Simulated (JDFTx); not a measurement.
# TePb (Fm-3m) in JDFTx: reference runs

How does TePb come out in PBEsol? The cell is run as given.

Program: JDFTx 1.7.0 (patched build). These are calculated values, not measurements. Logs are shortened: lines on timing, memory, paths and dates and some standing lists are left out, and cuts for length are marked. The log counts tension as positive stress, the text compression.

### 1 Starting point

The structure is cubic, space group Fm-3m (No. 225). Conventional cell: a = 6.462 Å, b = 6.462 Å, c = 6.462 Å, α = 90.00°, β = 90.00°, γ = 90.00°. Around Pb (site symmetry m-3m) lie 6 Te at 3.23 Å. Around Te (site symmetry m-3m) lie 6 Pb at 3.23 Å.

### 2 Single point, PBEsol

The input, TePb.in:

```
lattice \
    0.0000000000     6.1057051087     6.1057051087 \
    6.1057051087     0.0000000000     6.1057051087 \
    6.1057051087     6.1057051087     0.0000000000
coords-type Lattice
ion Pb     0.0000000000     0.0000000000     0.0000000000 1
ion Te     0.5000000000     0.5000000000     0.5000000000 1

ion-species pseudo/Pb.upf
ion-species pseudo/Te.upf
elec-cutoff 40 320
elec-ex-corr gga-PBEsol
kpoint-folding 7 7 7
elec-smearing Fermi 0.0018374661
elec-n-bands 22
electronic-SCF nIterations 100 energyDiffThreshold 1e-09
electronic-minimize nIterations 30 energyDiffThreshold 1e-7
converge-empty-states yes
forces-output-coords Cartesian

dump-name run.$VAR
dump End Ecomponents EigStats BandEigs Kpoints Forces Stress
```

Potentials or basis: PseudoDojo-SR-PBEsol-0.4.1-standard with smoothed tails.

Launch:

```bash
$ jdftx -c 1 -i TePb.in -o TePb.out
```

Standard output:

```text
*************** JDFTx 1.7.0 (patched build) ***************

Input parsed successfully to the following command list (including defaults):
[... the input with its defaults ...]

---------- Setting up symmetries ----------

Found 48 point-group symmetries of the bravais lattice
Found 48 space-group symmetries with basis
Applied RMS atom displacement 0 bohrs to make symmetries exact.

---------- Initializing the Grid ----------
R =
[            0      6.10571      6.10571  ]
[      6.10571            0      6.10571  ]
[      6.10571      6.10571            0  ]
unit cell volume = 455.237
G =
[  -0.514534   0.514534   0.514534  ]
[   0.514534  -0.514534   0.514534  ]
[   0.514534   0.514534  -0.514534  ]
Minimum fftbox size, Smin = [  72  72  72  ]
Chosen fftbox size, S = [  72  72  72  ]

---------- Initializing tighter grid for wavefunction operations ----------
R =
[            0      6.10571      6.10571  ]
[      6.10571            0      6.10571  ]
[      6.10571      6.10571            0  ]
unit cell volume = 455.237
G =
[  -0.514534   0.514534   0.514534  ]
[   0.514534  -0.514534   0.514534  ]
[   0.514534   0.514534  -0.514534  ]
Minimum fftbox size, Smin = [  52  52  52  ]
Chosen fftbox size, S = [  54  54  54  ]

---------- Exchange Correlation functional ----------
Initalized PBEsol GGA exchange.
Initalized PBEsol GGA correlation.

---------- Setting up pseudopotentials ----------
Width of ionic core gaussian charges (only for fluid interactions / plotting) set to 0

Reading pseudopotential file 'pseudo/Pb.upf':
  'Pb' pseudopotential, 'PBESOL' functional
  Generated using ONCVPSP code by D. R. Hamann
  14 valence electrons, 3 orbitals, 6 projectors, 1001 radial grid points, with lMax = 2
    5D    l: 2   occupation: 10.0   eigenvalue: -0.777665
    6S    l: 0   occupation:  2.0   eigenvalue: -0.444510
    6P    l: 1   occupation:  2.0   eigenvalue: -0.129233
  Core radius for overlap checks: 2.30 bohrs.

Reading pseudopotential file 'pseudo/Te.upf':
  'Te' pseudopotential, 'PBESOL' functional
  Generated using ONCVPSP code by D. R. Hamann
  16 valence electrons, 3 orbitals, 6 projectors, 1001 radial grid points, with lMax = 2
    4D    l: 2   occupation: 10.0   eigenvalue: -1.528329
    5S    l: 0   occupation:  2.0   eigenvalue: -0.556831
    5P    l: 1   occupation:  4.0   eigenvalue: -0.219319
  Core radius for overlap checks: 2.04 bohrs.

Initialized 2 species with 2 total atoms.

Folded 1 k-points by 7x7x7 to 343 k-points.

---------- Setting up k-points, bands, fillings ----------
Reduced to 20 k-points under symmetry.
Computing the number of bands and number of electrons
Calculating initial fillings.
nElectrons:  30.000000   nBands: 22   nStates: 20

----- Setting up reduced wavefunction bases (one per k-point) -----
average nbasis = 5499.490 , ideal nbasis = 5500.744

---------- Setting up ewald sum ----------
Optimum gaussian width for ewald sums = 2.773106 bohr.
Real space sum over 1331 unit cells with max indices [  5  5  5  ]
Reciprocal space sum over 2197 terms with max indices [  6  6  6  ]

---------- Allocating electronic variables ----------
Initializing wave functions:  linear combination of atomic orbitals
Note: number of bands (22) exceeds available atomic orbitals (18)
Pb pseudo-atom occupations:   s ( 2 )  p ( 2 )  d ( 10 )
Te pseudo-atom occupations:   s ( 2 )  p ( 4 )  d ( 10 )
	FillingsUpdate:  mu: +0.359218056  nElectrons: 30.000000
LCAOMinimize: Iter:   0  F: -153.7045260106104365  |grad|_K:  1.737e-03  alpha:  1.000e+00
	FillingsUpdate:  mu: +0.354783780  nElectrons: 30.000000
LCAOMinimize: Iter:   1  F: -153.7117144458566713  |grad|_K:  1.717e-04  alpha:  4.257e-01  linmin: -2.191e-01  cgtest:  9.329e-01
LCAOMinimize: Encountered beta<0, resetting CG.
[... 4 lines of inner loops ...]
LCAOMinimize: Encountered beta<0, resetting CG.
	FillingsUpdate:  mu: +0.354359276  nElectrons: 30.000000
LCAOMinimize: Iter:   4  F: -153.7117796765149365  |grad|_K:  5.666e-08  alpha:  4.511e-01  linmin:  2.108e-04  cgtest: -5.224e-04
LCAOMinimize: Converged (|Delta F|<1.000000e-06 for 2 iters).

-------- Electronic minimization -----------
Will mix electronic density at each iteration.
	FillingsUpdate:  mu: +0.354359276  nElectrons: 30.000000
	FillingsUpdate:  mu: +0.340915818  nElectrons: 30.000000
SCF: Cycle:  0   F: -153.738596184712634   dF: -2.682e-02   |Residual|: 2.363e-02   |deigs|: 1.048e-01
	FillingsUpdate:  mu: +0.339877748  nElectrons: 30.000000
SCF: Cycle:  1   F: -153.739545529086996   dF: -9.493e-04   |Residual|: 1.100e-02   |deigs|: 7.405e-03
	FillingsUpdate:  mu: +0.339436896  nElectrons: 30.000000
SCF: Cycle:  2   F: -153.739633543853216   dF: -8.801e-05   |Residual|: 3.190e-03   |deigs|: 3.041e-03
	FillingsUpdate:  mu: +0.339600943  nElectrons: 30.000000
SCF: Cycle:  3   F: -153.739637732553348   dF: -4.189e-06   |Residual|: 5.976e-04   |deigs|: 4.466e-04
	FillingsUpdate:  mu: +0.339627429  nElectrons: 30.000000
SCF: Cycle:  4   F: -153.739638222653610   dF: -4.901e-07   |Residual|: 2.052e-04   |deigs|: 1.049e-04
	FillingsUpdate:  mu: +0.339664077  nElectrons: 30.000000
SCF: Cycle:  5   F: -153.739638390590756   dF: -1.679e-07   |Residual|: 7.321e-05   |deigs|: 9.826e-05
	FillingsUpdate:  mu: +0.339669436  nElectrons: 30.000000
SCF: Cycle:  6   F: -153.739638410885078   dF: -2.029e-08   |Residual|: 2.309e-05   |deigs|: 2.796e-05
	FillingsUpdate:  mu: +0.339671233  nElectrons: 30.000000
SCF: Cycle:  7   F: -153.739638419799121   dF: -8.914e-09   |Residual|: 4.908e-06   |deigs|: 3.811e-05
	FillingsUpdate:  mu: +0.339671142  nElectrons: 30.000000
SCF: Cycle:  8   F: -153.739638420881903   dF: -1.083e-09   |Residual|: 2.813e-06   |deigs|: 1.843e-05
	FillingsUpdate:  mu: +0.339671276  nElectrons: 30.000000
SCF: Cycle:  9   F: -153.739638421476599   dF: -5.947e-10   |Residual|: 1.130e-06   |deigs|: 5.465e-05
	FillingsUpdate:  mu: +0.339671238  nElectrons: 30.000000
SCF: Cycle: 10   F: -153.739638421568770   dF: -9.217e-11   |Residual|: 4.078e-07   |deigs|: 4.375e-05
SCF: Converged (|Delta E|<1.000000e-09 for 2 iters).

Setting wave functions to eigenvectors of Hamiltonian
Converging empty states (this may take a while): |deigs|: 5.022e-04

# Stress tensor in Cartesian coordinates [Eh/a0^3]:
[  1.31716e-05            0            0  ]
[            0  1.31716e-05            0  ]
[            0            0  1.31716e-05  ]

# Ionic positions in lattice coordinates:
ion Pb   0.000000000000000   0.000000000000000   0.000000000000000 1
ion Te   0.500000000000000   0.500000000000000   0.500000000000000 1

# Forces in Cartesian coordinates:
force Pb  -0.000000000000000   0.000000000000000  -0.000000000000000 1
force Te   0.000000000000000  -0.000000000000000   0.000000000000000 1

# Energy components:
   Eewald =     -104.8428455160139947
       EH =       40.8721922434929255
     Eloc =     -114.2442103492267904
      Enl =      -43.9424286095157370
      Exc =      -44.1887328729311548
 Exc_core =       21.2361433183461692
       KE =       91.3702435113466720
-------------------------------------
     Etot =     -153.7396382745018855
       TS =        0.0000001470668904
-------------------------------------
        F =     -153.7396384215687704

IonicMinimize: Iter:   0  F: -153.739638421568770  |grad|_K:       -nan
IonicMinimize: None of the convergence criteria satisfied after 0 iterations.

#--- Lowdin population analysis ---
# oxidation-state Pb +0.169
# oxidation-state Te -0.127

Dumping 'run.eigStats' ...
	eMin: -1.002262 at state 14 ( [ +0.000000 +0.428571 +0.428571 ] spin 0 )
	HOMO: +0.321714 at state 3 ( [ +0.000000 +0.000000 +0.428571 ] spin 0 )
	mu  : +0.339671
	LUMO: +0.357048 at state 3 ( [ +0.000000 +0.000000 +0.428571 ] spin 0 )
	eMax: +0.751344 at state 14 ( [ +0.000000 +0.428571 +0.428571 ] spin 0 )
	HOMO-LUMO gap: +0.035334
	Optical gap  : +0.035334 at state 3 ( [ +0.000000 +0.000000 +0.428571 ] spin 0 )
Done!
[note: mu as printed may lie anywhere between the filled and the empty levels]
```

Wall time 2.2 min (1 thread of Intel Xeon Platinum 8259CL at 2.50GHz (Skylake/Cascade Lake), shared host); peak memory 0.21 GiB.

What came out:

```yaml
Free_energy: -4183.4687 eV
Pressure: -0.4 GPa
Loewdin_charges: Pb +0.17; Te -0.13 e
```

Caveat: this odd mesh misses L, where the gap lies, so gap, dielectric constants and Born charges aren't listed. The run has no spin-orbit coupling, so splittings on Pb, Te are missing.
